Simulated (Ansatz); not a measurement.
# Se: a trial structure relaxed

Where does Se go from the start given, beta-tungsten (A15) type (Pm-3n, No. 223)?

Computed with Ansatz 0.2.0 (DFT r2SCAN, scalar-relativistic, plane waves, PAW, unless a step's input says otherwise).

## 1. The system as given

It takes space group Pm-3n (No. 223, cubic). The conventional cell has a = 5.980 Å, b = 5.980 Å, c = 5.980 Å, α = 90.00°, β = 90.00°, γ = 90.00°. Se (site symmetry m-3) is surrounded by 12 Se at 3.34 Å. Around Se (site symmetry -4m2) lie 6 Se at 2.99 to 3.34 Å.

Coordinates:

```cif
data_structure
_symmetry_space_group_name_H-M 'Pm-3n'
_symmetry_Int_Tables_number 223
_cell_length_a 5.9802
_cell_length_b 5.9802
_cell_length_c 5.9802
_cell_angle_alpha 90.000
_cell_angle_beta 90.000
_cell_angle_gamma 90.000
_cell_volume 213.86
loop_
_atom_site_label
_atom_site_type_symbol
_atom_site_symmetry_multiplicity
_atom_site_Wyckoff_symbol
_atom_site_fract_x
_atom_site_fract_y
_atom_site_fract_z
_atom_site_occupancy
Se1 Se 2 a 0.50000 0.50000 0.50000 1
Se2 Se 6 c 0.25000 0.00000 0.50000 1
```

(A quick probe on a coarse mesh, which set the mesh and smearing, is not shown.)

## 3. A loose first relaxation

File input.yaml:

```yaml
crystal:
  lattice:
    - [5.9801658726, 0.0, 0.0]
    - [0.0, 5.9801658726, 0.0]
    - [0.0, 0.0, 5.9801658726]
  atoms:
    - { symbol: Se, position: [0.5, 0.5, 0.5] }
    - { symbol: Se, position: [0.0, 0.0, 0.0] }
    - { symbol: Se, position: [0.25, 0.0, 0.5] }
    - { symbol: Se, position: [0.5, 0.25, 0.0] }
    - { symbol: Se, position: [0.5, 0.75, 0.0] }
    - { symbol: Se, position: [0.75, 0.0, 0.5] }
    - { symbol: Se, position: [0.0, 0.5, 0.75] }
    - { symbol: Se, position: [0.0, 0.5, 0.25] }
basis:
  ecutwfc: 500
kpoints:
  mp_grid: { grid: [4, 4, 4] }
hamiltonian:
  xc: r2scan
scf:
  occupations: { method: gaussian, width: 0.1 }
  lower_state_search: "off"
output:
  forces: true
  stress: true
  eigenvalues: true
relax:
  adjacent_minimum: "off"
  f_tol: 0.04
  max_steps: 70
  cell: { stress_tol: 0.4 }
```

The session goes on with these runs: full relaxation.

Q: Predict the outcome of this session.

The runs gave:

```
       quantity                                                                      value
           cell  a = 5.499 Å, b = 5.499 Å, c = 5.499 Å, α = 90.00°, β = 90.00°, γ = 90.00°
    space group                                                            Pm-3n (No. 223)
         volume                                                              20.79 Å³/atom
gap on the mesh                                                               none (metal)
```

In words: The space group stayed Pm-3n, and from the first guess the volume went from 26.73 to 20.79 Å³/atom. The final runs have no spin polarisation, so no magnetic state was tried and one may lie lower.
